## When zero pressure does not mean the right crystal

The pressure of a crystal at a chosen volume is $P=-\mathrm{d}E/\mathrm{d}V$, where $E$ is the energy of one cell and $V$ its volume. Here it was computed by density-functional theory for tin monoxide, with the same cell and the same atomic positions for every functional. Positive pressure means that the crystal would lower its energy by expanding, negative pressure that it would do so by shrinking. The column stress xx gives the push within the SnO layers, equal by symmetry along both in-plane axes, and stress zz the push across them. The pressure is the average over the three directions, so stress xx counts twice.

ABINIT 10.8.3, plane-wave DFT with PAW datasets for SnO (space group P4/nmm, 4 atoms per cell) at one fixed geometry, without spin polarisation, spin-orbit coupling or dispersion correction. The k mesh is 7 × 7 × 6, with Fermi-Dirac occupations and a smearing width of 0.05 eV. Pressure and stress are positive in compression.

| functional | potentials | wave cutoff | pressure (GPa) | stress xx (GPa) | stress zz (GPa) |
| --- | --- | --- | --- | --- | --- |
| LDA | JTH-PAW-LDA-v2.0 | 625.862 eV | -3.720 | -3.960 | -3.240 |
| PBE | JTH-PAW-PBE-v2.0-sp | 625.862 eV | 4.120 | 4.510 | 3.340 |
| PBEsol | JTH-PAW-PBE-v2.0-sp | 625.862 eV | 0.170 | 0.310 | -0.110 |
| LDA-PZ | JTH-PAW-LDA-v2.0 | 625.862 eV | -3.660 | -3.890 | -3.200 |
| PW91 | JTH-PAW-PBE-v2.0 | 761.919 eV | 2.390 | 2.630 | 1.930 |

PBEsol seems to win at a glance. Its pressure is only 0.17 GPa, while LDA pulls inward and PBE pushes outward by about 4 GPa each. It is tempting to conclude that PBEsol describes this crystal correctly and that the other functionals miss it. The table itself holds the evidence that this conclusion is not safe.

### Why the functionals disagree

The local density approximation, LDA, treats each small region of the crystal as if it belonged to a uniform electron gas. Real electron density is uneven: it is high near the atoms and thin between them. PBE, PBEsol and PW91 add a correction that depends on how steeply the density changes relative to its own size. For exchange, the larger part of the effect, this correction lowers the energy where the relative change is steep.

Stretching a crystal thins the density between the atoms and makes the relative change there steeper. The correction therefore rewards expansion. If $\Delta E$ is the energy that it adds, $\Delta E$ falls as the volume grows, and the added pressure $-\mathrm{d}\Delta E/\mathrm{d}V$ is positive. This is the usual explanation of why LDA makes crystals too small and PBE tends to make them too large.

PBEsol has the same form as PBE but a weaker gradient term, so it should push outward less. The table has a clean comparison for this, because both rows use the same potentials and the same wave cutoff. Going from PBEsol to PBE raises the pressure by 3.95 GPa. The direction agrees with the argument, although the table does not split the change into exchange and correlation.

### A pair of twins exposes the fault

A good way to test such a comparison is to look at functionals that ought to agree. LDA and LDA-PZ are two parametrisations of the same electron gas, run with the same potentials, and their pressures differ by only 0.06 GPa. PBE and PW91 are also close relatives, known to give nearly the same crystal structures. Yet here they differ by 1.73 GPa, ten times the pressure that made PBEsol look right.

The potentials column shows what else has changed. The PBE and PBEsol rows use a dataset generated for PBE with 4 valence electrons per tin atom, in which the filled 4d shell is frozen into the core. The PW91 row, like the two LDA rows, treats 14 electrons per tin atom and lets the 4d shell respond to its surroundings. PW91 also has a higher wave cutoff, which means a finer plane-wave basis.

Either difference can alter the pressure. A frozen shell keeps a fixed shape when oxygen atoms come close, whereas a free one can adjust. A basis that is too coarse acts in another way: squeezing the cell shortens the plane waves and so improves the basis, and the computed stress mistakes this gain for a real inward pull. With equal datasets this false pull would be stronger at the lower cutoff, and would make the PBE pressure too low, not too high. But a free 4d shell also needs a finer basis, so the PW91 row may still carry the larger error. The rows do not separate the two effects, so the source of the 1.73 GPa remains open, but little of it should belong to the functional.

The size of the mismatch can be judged without knowing its source. With a bulk modulus of roughly 40 GPa, a recalled round figure, a pressure of 1.7 GPa corresponds to a volume change of some 4 per cent. That is comparable with the errors for which functionals are usually blamed.

### What PBEsol might give with the 4d shell free

No row combines PBEsol with the larger tin valence, but its pressure can be estimated if the effects of functional and dataset simply add. PW91 then stands in for PBE with the 4d shell free. Subtracting the clean step between PBEsol and PBE gives

$$P \approx 2.39-3.95=-1.56\ \text{GPa}.$$

On this estimate the crystal would want to shrink, and the near-zero pressure in the table would come from two contributions of opposite sign that nearly cancel: that of the functional in this cell, and that of the dataset and basis.

A second estimate uses the strength of the gradient term in exchange. It is zero in LDA, and in PBEsol it is about 0.56 of its value in PBE. If pressure follows this strength in proportion, and PW91 again stands in for PBE, PBEsol should lie 0.56 of the way from LDA to PW91, at about $-0.3$ GPa. No constant was adjusted to the pressures in either estimate.

The two estimates agree in sign but differ by 1.3 GPa, so the size of the pressure is poorly known and even its sign is not secure. The second model can also be held against the clean pair. It expects a step of 2.7 GPa from PBEsol to PBE, about a third less than the computed one. It assumes that the correlation part of the functional changes in the same proportion as exchange, which need not hold, and it takes its scale from rows with other potentials and unequal cutoffs. The output printed after the text gives both estimates.

### What the average conceals

A second warning lies within the PBEsol row and needs no other functional. Its stress is 0.31 GPa within the layers and $-0.11$ GPa across them. The cell would like to widen in the plane and become shorter along the stacking direction. In the average these opposite wishes partly cancel, so the pressure hides both of them.

The atoms are not at rest either. Symmetry leaves the height of tin above the oxygen plane free, and in the PBEsol row each tin atom still feels a force of 0.23 eV/Å. In a relaxed structure this force would vanish. Letting the tin atoms move would change the stresses, by an amount that these runs do not give. In this row, then, a small pressure is not the sign of a crystal in equilibrium.

The layers bring in one more missing effect. They are held together partly by dispersion, the weak attraction between fluctuating charges, which was not added here. Including it would normally draw the layers closer, because the gaps between them yield most easily. The stress it adds need not act mainly across the layers, however. A tin atom has tin neighbours at similar distances within its own layer and across the gap, so their attraction is expected to pull inward in the plane as well. Part of the positive pressure of PBE may therefore come from the missing dispersion, and the small pressure of PBEsol would probably turn negative.

### Reading a fixed-cell comparison

The order of the functionals is the sound part of the table: LDA lowest, PBEsol in between, PBE and PW91 highest. It agrees with the strength of the gradient correction, and the steps from LDA to PBEsol and from PBEsol to PBE are both larger than the mismatch between the twins. The zero point is the weak part. It can shift with the treatment of the tin core, the basis, the atomic positions and the missing dispersion. Where the fixed cell comes from is not stated either, so even a true zero would not amount to agreement with experiment.

A compact cubic oxide such as MgO makes a useful contrast. There the same argument leads to the same order of functionals, but symmetry makes the three stresses equal and leaves no atomic height to relax. With a fine enough basis, a pressure near zero would then really mean that the computed crystal is at rest, though it would still depend on the potentials. In layered SnO, the stress components and the forces have to be read as well.

The remedy follows from the way the fault was found. Functionals should be compared with the same valence shells and a basis fine enough that the pressure no longer changes. Each should also have datasets generated for it, whereas here PBEsol and PW91 borrow those of PBE. The cell and the atoms should then be relaxed for each functional, so that the comparison is between finished structures. Until that is done, the 0.17 GPa of PBEsol describes one particular combination of functional, potential and frozen geometry.

The analysis program printed:

```
State of each row:
     row  valence electrons per Sn  pressure GPa  in-plane minus cross-layer stress GPa  size of force on Sn eV/A
     LDA                        14         -3.72                                  -0.72                    0.2487
     PBE                         4          4.12                                   1.17                    0.4971
  PBEsol                         4          0.17                                   0.42                     0.229
  LDA-PZ                        14         -3.66                                  -0.69                    0.2334
    PW91                        14          2.39                                    0.7                    0.3053
Pressure difference of the two LDA forms, GPa: 0.06
Pressure difference PBE minus PW91 (near twins, different datasets and cutoffs), GPa: 1.73
Clean step PBEsol to PBE (same dataset and cutoff), GPa: 3.95
Step LDA to PW91 (14 electrons per Sn, different cutoffs), GPa: 6.11
Twin mismatch as percentage of the PBEsol to PBE step, %: 43.8
Twin mismatch divided by the PBEsol pressure: 10.18
Estimate A, PBEsol with 14 electrons per Sn, effects adding, GPa: -1.56
PBEsol gradient coefficient as fraction of that of PBE: 0.5612
Estimate B, PBEsol with 14 electrons per Sn, gradient scale, GPa: -0.2913
Estimate B minus estimate A, GPa: 1.269
PBEsol to PBE step expected from the gradient scale, GPa: 2.681
In-plane stress change LDA to PW91, GPa: 6.59
Cross-layer stress change LDA to PW91, GPa: 5.17
In-plane stress change PBEsol to PBE, GPa: 4.2
Cross-layer stress change PBEsol to PBE, GPa: 3.45
```
